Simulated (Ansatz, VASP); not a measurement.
This is a calculation of Bi for Ansatz 0.2.0.

File input.yaml:

```yaml
crystal:
  lattice:
    - [3.5570192531, -3.194016696, 0.0]
    - [3.5570192531, 3.194016696, 0.0]
    - [-1.2849517653, 0.0, 3.1746155033]
  atoms:
    - { symbol: Bi, position: [0.753061, 0.753061, 0.857382] }
    - { symbol: Bi, position: [0.246939, 0.246939, 0.142618] }
hamiltonian:
  xc: lda
  pseudopotentials: { kind: paw }
kpoints:
  mp_grid: { grid: [6, 6, 9] }
scf:
  occupations: { method: fermi_dirac, width: 0.05 }
output:
  forces: true
  stress: true
  eigenvalues: true
```

Potentials or basis: Ansatz PAW.

The run is started by

```console
$ ansatz run input.yaml --threads 2 --pin off --max-ram 5632MiB --backend cpu --events-out ev --progress --plain --runs-dir out
```

Question: Set up the same calculation for VASP 6.6.1. Potentials there: VASP PAW LDA potentials, release 64 (Bi_d).

Answer: As run (the cutoff follows the program's own potentials):

INCAR

```
SYSTEM = Bi
PREC     = Accurate       ! precision mode
ENCUT    = 520            ! plane-wave cutoff, eV
EDIFF    = 1E-7           ! SCF threshold, eV
ISMEAR   = -1             ! smearing method
SIGMA    = 0.05           ! smearing width, eV
LREAL    = .False.        ! projectors in reciprocal space
LASPH    = .True.         ! aspherical terms in the spheres
NELM     = 60             ! most SCF steps
ALGO     = Fast           ! electronic algorithm
ISIF     = 2              ! what is computed and relaxed
LWAVE    = .False.        ! write WAVECAR
LCHARG   = .True.         ! write CHGCAR
LELF     = .True.         ! ELF
LVHAR    = .True.       
NBANDS   = 22             ! bands
```

KPOINTS

```
regular mesh
0
Gamma
  6 6 9
  0 0 0
```

POSCAR

```
Bi
1.0
    3.5570192531     -3.1940166960      0.0000000000
    3.5570192531      3.1940166960      0.0000000000
   -1.2849517653      0.0000000000      3.1746155033
Bi
2
Direct
    0.7530610000      0.7530610000      0.8573820000
    0.2469390000      0.2469390000      0.1426180000
```

Potentials or basis: VASP PAW LDA potentials, release 64 (Bi_d).

Command:

```sh
$ cat potpaw_LDA.64/Bi_d/POTCAR > POTCAR
$ mpirun -np 1 vasp_std > vasp.out
```

Both were run:

|  | VASP | Ansatz | Ansatz less VASP |
| --- | --- | --- | --- |
| gap on the k mesh at the Fermi level (eV) | none | none | - |
| pressure (GPa) | -5.7 | -5.7 | -0.04 |
| largest component of the traceless stress (GPa) | 0.65 | 0.65 | +0.004 |
| rms of the force components (eV/Å) | 0.091 | 0.094 | +0.0030 |

Atom by atom the forces differ by 0.003 eV/Å (rms over components). A gap of «none» marks a metal or a gap that the smearing closes.

Caveats: spin-orbit coupling is left out, which moves the levels of the heavy elements; the PAW data sets come from PBE, with cores solved anew for the run's functional, which leaves a small shift of forces and pressure (Ansatz).
